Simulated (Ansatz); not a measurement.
Ionic part of the dielectric constant of BN at 50 GPa, mode by mode

Theory: DFT LDA, scalar-relativistic, plane waves, PAW in Ansatz. Settings: 420 eV plane-wave cutoff, Γ-centred 14×14×14 mesh, fixed occupations. No spin polarisation. Phonons by linear response, acoustic sum rule imposed.

Symmetry: F-43m, No. 216, cubic system. The conventional cell has a = 3.460 Å, b = 3.460 Å, c = 3.460 Å, α = 90.00°, β = 90.00°, γ = 90.00°. B (site symmetry -43m) has 4 N at 1.50 Å as nearest neighbours. Around N (site symmetry -43m) lie 4 B at 1.50 Å.

Other phases may be more stable at this pressure.

The primitive cell has V = 10.35 Å³ and ε∞,yy = 4.487. Each polar mode adds Δε = (4.92064×10⁷/V)·S/ν² along y, with S its oscillator strength in e²/amu, ν in cm⁻¹ and V in Å³.

**Question.** From these modes, find each Δε and ε0,yy.
```
ν (cm⁻¹) S_yy (e²/amu)
  1210.2         0.5481
```

**Answer.**
```tsv
ν (cm⁻¹)	Δε
1210.2	1.78
```

The sum is 1.779, so ε0,yy = 6.27; the run's tensor has 6.27.

**Question.** Where do the longitudinal modes lie for a wave vector along y?

**Answer.** At 1430 cm⁻¹. The Lyddane–Sachs–Teller product Π(ν_LO/ν_TO)² = 1.40 matches ε0/ε∞ = 1.40.

Cost: 1 run of about 1.6 core-minutes, on Arm Neoverse V1 (shared hosts).

The lattice adds 1.78 to an electronic constant of 4.487, so most of the static screening in compressed zinc-blende BN comes from the electrons. The cause is the stiffness of the short, strongly covalent B–N bonds: a static field displaces the two sublattices only slightly, despite the sizeable dynamical charge implied by the oscillator strength. The light atoms raise the phonon frequency but are not themselves the reason for the small ionic term, since the reduced mass cancels between S and ν². Cubic symmetry makes the three transverse-optical partners equivalent, and the yy result therefore holds for every field direction.

The rise from 1210.2 to 1430 cm⁻¹ reflects the macroscopic field that accompanies longitudinal motion and adds to the restoring force, a clear sign of bond polarity within the covalent network. With only one polar branch, the Lyddane–Sachs–Teller agreement confirms internal consistency, not the accuracy of either dielectric constant. A single volume cannot show whether compression strengthens or weakens the ionic response.
